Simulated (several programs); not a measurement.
# What each method gives for AgCl (Fm-3m)

AgCl (Fm-3m) from a database structure, relaxed with r2SCAN in Ansatz, was computed with several methods. Space group Fm-3m (No. 225), cubic; a = 5.545 Å in the conventional setting, 21.31 Å³ an atom. Ag has 6 Cl at 2.77 Å; Cl has 6 Ag at 2.77 Å. No spin polarisation and no zero-point or thermal motion.

```cif
data_structure
_symmetry_space_group_name_H-M 'Fm-3m'
_symmetry_Int_Tables_number 225
_cell_length_a 5.5452
_cell_length_b 5.5452
_cell_length_c 5.5452
_cell_angle_alpha 90.000
_cell_angle_beta 90.000
_cell_angle_gamma 90.000
_cell_volume 170.51
loop_
_atom_site_label
_atom_site_type_symbol
_atom_site_symmetry_multiplicity
_atom_site_Wyckoff_symbol
_atom_site_fract_x
_atom_site_fract_y
_atom_site_fract_z
_atom_site_occupancy
Ag1 Ag 4 b 0.00000 0.50000 0.00000 1
Cl1 Cl 4 a 0.00000 0.50000 0.50000 1
```

Gaps and times are for a single point on this cell; volume and bulk modulus come from each method's own relaxation or energy curve at fixed shape. Times are rough, from shared hosts (Arm Neoverse V2; Intel Xeon 6975P-C), and each method has its own mesh and cell size. PM6 (MOPAC), PM7 (MOPAC), GFN1-xTB (tblite), GFN2-xTB (tblite) treat a cluster of cells at its zone centre, which samples few k points: where these miss a band edge, the gap comes out too large for that reason alone. Gaps from k meshes are read at a limited set of points (mesh, symmetry points, PBE's band edges), so each method's own least gap may be somewhat smaller. xTB and the PM methods were fitted mostly to molecules, and can miss a solid's gap by electronvolts. Minimal bases can be far off for gaps. Times of the plane-wave ladder aren't listed, since it ran on unlike processors and cards. GLLB-SC's gap includes the derivative discontinuity. d marks a direct gap, i an indirect one (no mark: not told apart), a dash a value that wasn't computed or didn't pass its checks.

```
                              method              kind  gap (eV)  own volume (Å³/atom)  bulk modulus (GPa)  atoms computed  processor time
                              PBEsol         semilocal         –                 20.21                   –               4               –
light PBE (260 eV and a coarse mesh)  light plane-wave    0.93 i                     –                   –               4           1.1 s
                   GFN1-xTB (tblite)     tight binding      1.88                 21.67                  64         cluster           2.5 s
                   GFN2-xTB (tblite)     tight binding      2.19                 20.40                  63         cluster           4.7 s
                                 LDA         semilocal    0.61 i                 19.19                   –               4               –
                      PBE/SZV (CP2K)       small basis    0.76 i                     –                   –               4             6 s
                                 PBE         semilocal    0.91 i                 22.10                  42               4               –
                     PBE/DZVP (CP2K)       small basis    0.88 i                 22.40                  41               4            22 s
                              r2SCAN         semilocal    1.47 i                 21.31                  50               4               –
                         PM7 (MOPAC)    semi-empirical      2.46                     –                   –         cluster            31 s
                      GLLB-SC (GPAW)   model potential      2.40                     –                   –               4            42 s
              PBE/single zeta (GPAW)       small basis    0.60 i                     –                   –               4            42 s
                             PBE+SOC         semilocal    0.87 i                     –                   –               4               –
                             LC-ωPBE            hybrid    7.59 i                     –                   –               4               –
                                PBE0            hybrid    3.11 i                     –                   –               4               –
                               HSE06            hybrid    2.41 i                 22.01                   –               4               –
                            DDH-PBE0            hybrid    2.62 i                     –                   –               4               –
                        Hartree-Fock    exact exchange   10.38 i                     –                   –               4               –
                         PM6 (MOPAC)    semi-empirical      2.06                     –                   –         cluster         3.3 min
```

Against HSE06 (2.41 eV) and with closed or daggered gaps left aside, the nearest gap at the points sampled is that of GLLB-SC (GPAW) (-0.01 eV) and the farthest that of Hartree-Fock (+7.97 eV). HSE06 is only a yardstick of convenience, and nearness to it can be luck.

Volumes against r2SCAN's: PBEsol -5.2 %, GFN1-xTB (tblite) +1.7 %, GFN2-xTB (tblite) -4.3 %, LDA -10.0 %, PBE +3.7 %, PBE/DZVP (CP2K) +5.1 %, HSE06 +3.3 %.

Only the rows marked +SOC include spin-orbit coupling.
